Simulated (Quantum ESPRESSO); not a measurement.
Be:

```
CELL_PARAMETERS angstrom
2.28530 0.00000 0.00000
-1.14265 1.97913 0.00000
0.00000 0.00000 3.58420
ATOMIC_POSITIONS crystal
Be 0.66667 0.33333 0.75000
Be 0.33333 0.66667 0.25000
```

| Item | Value |
| --- | --- |
| Program | Quantum ESPRESSO 7.5 |
| Task | relaxation of cell and atoms |
| Functional | revPBE |
| Dispersion | D3 |
| Potentials or basis | PseudoDojo 0.4.1 SR PBE standard |
| Cutoff | 1197 eV |
| Density cutoff | 4789 eV |
| k mesh | 13 × 13 × 8 |
| Occupations | fermi-dirac, width 0.05 eV |
| Spin | no spin polarisation |

At the start: pressure -8.3 GPa; volume 8.11 Å³/atom.

Where does the relaxation end?

Over 14 steps the energy falls by 15.0 meV/atom and the volume is 7.54 Å³/atom (-7.0 %); space group P6_3/mmc (No. 194, to 0.05 Å).

The path:
```tsv
step	energy change (eV)	largest force (eV/Å)	pressure (GPa)	volume (Å³)
1	0.0000	0.0000	-8.26	16.21
2	-0.0050	0.0000	-7.61	16.11
3	-0.0133	0.0000	-6.33	15.92
4	-0.0221	0.0000	-4.45	15.65
5	-0.0283	0.0000	-2.05	15.34
6	-0.0297	0.0000	0.71	15.02
7	-0.0297	0.0000	0.69	15.02
8	-0.0297	0.0000	0.65	15.02
9	-0.0297	0.0000	0.60	15.03
10	-0.0298	0.0000	0.54	15.04
11	-0.0298	0.0000	0.46	15.05
12	-0.0299	0.0000	0.36	15.05
13	-0.0299	0.0000	0.26	15.07
14	-0.0300	0.0000	0.15	15.08
```

Final structure:
```yaml
crystal:
  lattice:
    - [2.22925, 0.00000, 0.00000]
    - [-1.11462, 1.93059, 0.00000]
    - [0.00000, 0.00000, 3.50343]
  atoms:
    - { symbol: Be, position: [0.66667, 0.33333, 0.75000] }
    - { symbol: Be, position: [0.33333, 0.66667, 0.25000] }
```

Caveat: the potentials were made for another functional, which shifts forces and pressure; pairwise dispersion overbinds metals, which lowers pressure and volume.
